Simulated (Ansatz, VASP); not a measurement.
# SnO2: VASP beside Ansatz

```xyz
6
Lattice="4.6426 0.0000 0.0000 0.0000 4.6426 0.0000 0.0000 0.0000 3.1864" Properties=species:S:1:pos:R:3 pbc="T T T"
Sn    0.0000    0.0000    0.0000
Sn    2.3213    2.3213    1.5932
O     1.4189    1.4189    0.0000
O     0.9024    3.7402    1.5932
O     3.2237    3.2237    0.0000
O     3.7402    0.9024    1.5932
```

Change from the starting cell: equal xx and yy strain of -2 %.

Alike in both runs: task single point; functional PBE; k mesh 4 × 4 × 6; occupations fermi-dirac, width 0.03 eV; no spin polarisation.

```csv
,VASP,Ansatz
version,VASP 6.6.1,Ansatz 0.2.0
potentials or method,"VASP PAW PBE potentials, release 64 (Sn_d, O), cutoff 520 eV","all-electron LAPW, scalar-relativistic"
```

```csv
,VASP,Ansatz,Ansatz less VASP
gap on the k mesh at the Fermi level (eV),1.67,1.68,+0.012
pressure (GPa),21.1,20.2,-0.87
largest component of the traceless stress (GPa),0.09,0.13,+0.045
rms of the force components (eV/Å),0.024,0.017,-0.0070
```

Atom by atom the forces differ by 0.007 eV/Å (rms over components). Ansatz ran all-electron here, so the differences hold the error of VASP's frozen core and of both bases.

Caveats: so large a pressure means that the cell lies far from this level's equilibrium, or that cutoff or potentials fall short (VASP); spin-orbit coupling is left out, which moves the levels of the heavy elements.
